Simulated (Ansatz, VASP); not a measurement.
# One calculation of NaF, two programs

```
Na F
1.0
     2.79349   -0.05182    0.00000
    -0.05182    2.79349    0.00000
     0.00000    0.00000    2.79349
Na F
1 1
Direct
  0.00000 0.00000 0.00000
  0.50000 0.50000 0.50000
```

Change from the starting cell: shear_xy strain -3.7%.

Alike in both runs: task single point; functional PBE; k mesh 10 × 10 × 10; occupations fermi-dirac, width 0.02 eV; no spin polarisation.

|  | VASP | Ansatz |
| --- | --- | --- |
| version | VASP 6.6.1 | Ansatz 0.2.0 |
| potentials or method | VASP PAW PBE potentials, release 64 (Na_pv, F) | plane waves, PAW |
| plane-wave cutoff (eV) | 520 | 420 |
| valence electrons in the cell | 14 | 16 |

|  | VASP | Ansatz | Ansatz less VASP |
| --- | --- | --- | --- |
| gap on the k mesh at the Fermi level (eV) | 6.12 | 6.13 | +0.016 |
| pressure (GPa) | 4.3 | 4.5 | +0.20 |
| largest component of the traceless stress (GPa) | 0.29 | 0.26 | -0.029 |

The functional is the same, so the differences come from potentials, cutoffs and numerics. The two sets of potentials don't hold the same shells in valence.

A k mesh can miss the band edges.
